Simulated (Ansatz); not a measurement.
BN built on the zincblende prototype at its r2SCAN geometry, run in Ansatz 0.2.0 at 4 levels of theory. Spin-unpolarised throughout; all numbers are computed.

The LDA input:
```yaml
crystal:
  lattice:
    - [0.0, 1.8048254535, 1.8048254535]
    - [1.8048254535, 0.0, 1.8048254535]
    - [1.8048254535, 1.8048254535, 0.0]
  atoms:
    - { symbol: B, position: [0.0, 0.0, 0.0] }
    - { symbol: "N", position: [0.25, 0.25, 0.25] }
kpoints:
  mp_grid: { grid: [12, 12, 12] }
  band_path:
    path:
      - [0.0, 0.0, 0.0]
      - [-0.5, -0.5, 0.0]
      - [-0.375, -0.375, 0.25]
      - [-0.375, 0.0, 0.375]
      - [0.0, 0.0, 0.5]
      - [-0.5, -0.25, 0.25]
      - [0.0, 0.5, 0.5]
    npoints: 1
hamiltonian:
  xc: lda
scf:
  occupations: { method: fixed }
  n_extra_bands: 4
output:
  forces: true
  stress: true
  eigenvalues: true
```

Main results, then, where recorded, the levels near the gap in eV from the Fermi energy (columns number the bands from 0), one row a point of the path (Γ, X, U, K, L, W, X):
```
Crystal: 2 atoms, lattice volume = 11.758 Å³
Symmetry: 24 space group operations
Space group: F-43m (ITA 216)
```
```
Basis set: ecut = 420 eV, 259 PW (Γ)
Bands: 8, of which v1, the nominal top of the filled ones, is band 4 counted from 1 (3 counted from 0)
k-points: 72 of 1728 (time reversal used)
Free energy (F): -526.460332 eV
Fermi energy:    10.993923 eV
--- Stress (GPa, compression-positive) ---
       -9.348603       0.000000       0.000000
        0.000000      -9.348603       0.000000
        0.000000       0.000000      -9.348603
  P = ⅓ Tr σ = -9.3486 GPa (-93.486 kbar)
```
```tsv
band_1	band_2	band_3	band_4	band_5	band_6
0.000	0.000	0.000	8.718	8.718	8.718
-8.910	-4.946	-4.946	4.366	9.195	17.760
-8.095	-7.760	-4.112	6.821	12.821	15.690
-8.095	-7.760	-4.112	6.821	12.821	15.690
-10.748	-1.955	-1.955	10.262	10.606	10.606
-7.523	-7.056	-6.590	9.462	13.271	14.286
-8.910	-4.946	-4.946	4.366	9.195	17.760
```

LDA gives an indirect gap of 4.37 eV, from Γ to X; the least direct gap is 8.72 eV at Γ.

r2SCAN. Against the first input these blocks differ (the band path and keys that only write files left aside):
```yaml
hamiltonian:
  xc: r2scan
```

```
Basis set: ecut = 500 eV, 307 PW (Γ)
Bands: 8, of which v1, the nominal top of the filled ones, is band 4 counted from 1 (3 counted from 0)
k-points: 72 of 1728 (time reversal used)
Free energy (F): -544.006617 eV
Fermi energy:    11.080457 eV
--- Stress (GPa, compression-positive) ---
        0.027807       0.000000       0.000000
        0.000000       0.027807       0.000000
        0.000000       0.000000       0.027807
  P = ⅓ Tr σ = 0.0278 GPa (0.278 kbar)
```
```tsv
band_1	band_2	band_3	band_4	band_5	band_6
0.000	0.000	0.000	9.587	9.587	9.587
-9.347	-5.114	-5.114	5.003	9.860	19.361
-8.531	-7.927	-4.249	7.534	13.737	17.051
-8.531	-7.927	-4.249	7.534	13.737	17.051
-11.118	-2.021	-2.021	10.832	11.532	11.532
-7.988	-7.235	-6.703	10.367	14.313	15.509
-9.347	-5.114	-5.114	5.003	9.860	19.361
```

With r2SCAN the valence top lies at Γ and the conduction bottom at X, 5.00 eV higher; the smallest vertical gap, at Γ, is 9.59 eV. The mean stress is close to zero (0.03 GPa).

Task: Another run on the same cell gave
```
Basis set: ecut = 420 eV, 259 PW (Γ)
Bands: 8, of which v1, the nominal top of the filled ones, is band 4 counted from 1 (3 counted from 0)
k-points: 29 of 512 (time reversal used)
hybrid outer 1: dexx = +2.096e-3 eV, tail = 8.57e-6 eV
hybrid outer 2: dexx = +1.483e-7 eV, tail = 2.03e-9 eV, Δε = 1.74e-3 eV
Free energy (F): -542.453155 eV
Fermi energy:    10.386758 eV
--- Stress (GPa, compression-positive) ---
       -4.426697       0.000000       0.000000
        0.000000      -4.426697       0.000000
        0.000000       0.000000      -4.426697
  P = ⅓ Tr σ = -4.4267 GPa (-44.267 kbar)
```
```tsv
band_1	band_2	band_3	band_4	band_5	band_6
0.000	0.000	0.000	10.592	10.592	10.592
-9.792	-5.333	-5.333	5.794	10.776	20.535
-8.930	-8.297	-4.431	8.387	14.756	18.208
-8.930	-8.297	-4.431	8.387	14.756	18.208
-11.666	-2.112	-2.112	11.902	12.554	12.554
-8.354	-7.567	-7.007	11.259	15.421	16.317
-9.792	-5.333	-5.333	5.794	10.776	20.535
```
Which level of theory and mesh gave it?

Result: It is HSE06, judged by the exchange loop and the size of the gap (a near hybrid could fit too), on 8×8×8; the blocks that differ from the first input, but for the band path:
```yaml
kpoints:
  mp_grid: { grid: [8, 8, 8] }
hamiltonian:
  xc: hse06
```
With HSE06 the valence top lies at Γ and the conduction bottom at X, 5.79 eV higher; the smallest vertical gap, at Γ, is 10.59 eV. The mean pressure is -4.4 GPa (compression positive), so HSE06 would shrink the cell's volume. (The program warns that its thresholds are loose for a hybrid's stress.)

PBE0. Against the first input these blocks differ (the band path and keys that only write files left aside):
```yaml
kpoints:
  mp_grid: { grid: [8, 8, 8] }
hamiltonian:
  xc: pbe0
```

```
Basis set: ecut = 420 eV, 259 PW (Γ)
Bands: 8, of which v1, the nominal top of the filled ones, is band 4 counted from 1 (3 counted from 0)
k-points: 29 of 512 (time reversal used)
hybrid outer 1: dexx = +2.726e-3 eV, tail = 9.30e-6 eV
hybrid outer 2: dexx = +1.511e-7 eV, tail = 2.40e-8 eV, Δε = 2.82e-3 eV
Free energy (F): -542.565417 eV
Fermi energy:    10.003964 eV
--- Stress (GPa, compression-positive) ---
       -4.340510       0.000000       0.000000
        0.000000      -4.340510       0.000000
        0.000000       0.000000      -4.340510
  P = ⅓ Tr σ = -4.3405 GPa (-43.405 kbar)
```
```tsv
band_1	band_2	band_3	band_4	band_5	band_6
0.000	0.000	0.000	11.357	11.357	11.357
-9.830	-5.351	-5.351	6.558	11.550	21.326
-8.968	-8.334	-4.449	9.159	15.543	18.999
-8.968	-8.334	-4.449	9.159	15.543	18.999
-11.708	-2.124	-2.124	12.679	13.332	13.332
-8.391	-7.601	-7.041	12.044	16.213	17.102
-9.830	-5.351	-5.351	6.558	11.550	21.326
```

PBE0 gives an indirect gap of 6.56 eV, from Γ to X; the least direct gap is 11.36 eV at Γ. The mean pressure is -4.3 GPa (compression positive), so PBE0 would shrink the cell's volume. (The program warns that its thresholds are loose for a hybrid's stress.)

Small level splittings and stresses of the hybrids carry the error of their coarser meshes.

Totals of different functionals can't be compared.

The meshes of the hybrids are coarse, so their gaps aren't converged to the digits shown.
